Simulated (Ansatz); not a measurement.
input.yaml (Ansatz)

```yaml
crystal:
  lattice:
    - [0.0, 2.5200299249, 2.5200299249]
    - [2.5200299249, 0.0, 2.5200299249]
    - [2.5200299249, 2.5200299249, 0.0]
  atoms:
    - { symbol: Hg, position: [0.0, 0.0, 0.0] }
hamiltonian:
  xc: pbe
  pseudopotentials:
    kind: paw
    azcp:
      Hg: "pseudopotentials/Hg.paw.azcp"
basis:
  ecutwfc: 420
  fft_grid_basis: typed
kpoints:
  mp_grid: { grid: [18, 18, 18], shift: [0, 0, 0] }
magnetization:
  spin_polarized: false
scf:
  occupations: { method: fermi_dirac, width: 0.1 }
output:
  write_density: true
  write_potential: true
  elf: true
  volumetric_format: npy
```

Output

```
Engine: ansatz 0.2.0, x86_64-unknown-linux-gnu
Pseudopotentials: kind: paw
Pseudopotential: Hg, paw, valence charge 20, recommended cutoff 420 eV (normal) 
Functional definition: PBE
  parameter kappa = 0.804
  parameter beta = 0.06672455060314922
  exchange = pbe_x(kappa = kappa, mu = beta*pi^2/3)
  correlation = pbe_c(beta = beta)
Crystal: 1 atoms, lattice volume = 32.007 Å³
Basis set: ecut = 420 eV, 609 PW (Γ)
Bands: 14, of which v1, the nominal top of the filled ones, is band 10 counted from 1 (9 counted from 0)
Symmetry: 48 space group operations
Space group: Fm-3m (ITA 225), of the structure as read, at distance tolerance 3.2e-5 Å
k-points: 195 of 5832
Non-local potential: Hg, projectors of the file, l = 0: 3, l = 1: 2, l = 2: 2, l = 3: 1
PAW form: soft (Blöchl's): semilocal exchange-correlation on the pseudo side does not see the compensation charge
PAW one-centre angular grid: Hg, 590 points (default); XC on 64 Gauss nodes
Initial density: superposition of atomic densities (neutral atoms: chi_scale 0, normalization atom), corrected by the library's trained network
Initial wavefunctions: pseudopotential atomic-orbital guess
Functional: x = pbe(κ = 0.804, μ = 0.2195149727645171), c = pbe(β = 0.06672455060314922)
SCF iter   1: F=—  HF=-13813.446610 eV  |F-HF|=—  |Δ(HF+E_count)|=         —  Δρ=1.74e-3  dr2=1.16e-3  ethr=1.77e-3  ⟨swp⟩=5.5  Hψ=14297  notcnv=0
SCF iter   2: F=—  HF=-13813.446960 eV  |F-HF|=—  |Δ(HF+E_count)|=   3.50e-4  Δρ=1.14e-3  dr2=5.66e-4  ethr=5.81e-6  ⟨swp⟩=2.6  Hψ=5415  notcnv=0
SCF iter   3: F=—  HF=-13813.446987 eV  |F-HF|=—  |Δ(HF+E_count)|=   2.64e-5  Δρ=3.37e-4  dr2=3.48e-5  ethr=2.83e-6  ⟨swp⟩=2.1  Hψ=3812  notcnv=0
SCF iter   4: F=—  HF=-13813.447021 eV  |F-HF|=—  |Δ(HF+E_count)|=   3.44e-5  Δρ=1.26e-4  dr2=6.72e-6  ethr=1.74e-7  ⟨swp⟩=2.6  Hψ=4270  notcnv=0
SCF iter   5: F=—  HF=-13813.447025 eV  |F-HF|=—  |Δ(HF+E_count)|=   3.47e-6  Δρ=3.68e-5  dr2=5.89e-7  ethr=3.36e-8  ⟨swp⟩=2.0  Hψ=3903  notcnv=0
SCF iter   6: F=-13813.447026 eV  HF=-13813.447026 eV  |F-HF|=6.32e-8  |Δ(HF+E_count)|=   1.10e-6  Δρ=1.30e-5  dr2=6.77e-8  ethr=5.00e-10  ⟨swp⟩=4.6  Hψ=8919  notcnv=0
SCF 1 converged in 6 iterations: F = -13813.447026 eV  dr2 = 6.77e-8
SCF converged after 6 iterations
Free energy (F): -13813.447026 eV
Harris-Foulkes:  -13813.447026 eV  (|F-HF|=6.32e-8)
Internal energy: -13813.443882 eV  (E = F + TS)
E sigma→0 (E₀):  -13813.445454 eV
Entropy (-TS):   -0.003144 eV (-3.144 meV/atom)
Fermi energy:    9.285207 eV
--- Per-component energies (eV) ---
  E_band       = -477.328395
  E_kinetic    = 604.917204
  E_local      = -2962.247621  (includes V_loc(G=0)·N_el)
  E_nonlocal   = 72.888132
  E_hartree    = 1256.964818
  E_xc         = -220.188706
  E_vxc        = -261.791413  (∫ρ·V_xc dr)
  E_paw        = -9945.953070  (= ΣΔE_a)
  E_vpaw       = -445.034680  (= ΣTr[D̂ρ^β])
  E_aug_tail   = 0.000936  (compensation charges beyond the density's cutoff)
  E_ewald      = -2619.825574
  E_smearing   = -0.003144  (= −TS)
  E_closure    = -0.000000  (closes the sum)
  Σ components = -13813.447026   (vs F -13813.447026, Δ=0.00e0)
--- Band table (eV; the first three rows and the last of 195) ---
  k-point 0: bands = ["-104.4960", "-52.9410", "-52.9410", "-52.9410", "2.7629", "3.4166", "3.4166", "3.4166", "3.7468", "3.7468", "21.6222", "21.6222", "21.6222", "22.1132"]
  k-point 1: bands = ["-104.4960", "-52.9412", "-52.9410", "-52.9410", "2.8233", "3.4135", "3.4264", "3.4264", "3.7446", "3.7446", "20.8360", "21.5616", "21.5616", "22.0932"]
  k-point 2: bands = ["-104.4960", "-52.9419", "-52.9411", "-52.9411", "2.9872", "3.4226", "3.4520", "3.4520", "3.7415", "3.7415", "19.2549", "21.3904", "21.3904", "22.0997"]
  k-point 194: bands = ["-104.4958", "-52.9469", "-52.9462", "-52.9443", "3.2684", "3.3511", "3.5421", "3.8035", "4.1118", "9.0494", "12.0618", "12.9042", "14.1608", "24.0815"]
```

Launched by

```sh
ansatz run input.yaml --threads 1 --pin off --max-ram 3584MiB --backend cpu --events-out ev --progress --plain --runs-dir out
```

On 1 thread of Intel(R) Xeon(R) Platinum 8259CL CPU @ 2.50GHz (Skylake/Cascade Lake) (shared host) this took about 8.8 s of wall time and 7.4 s of CPU time.
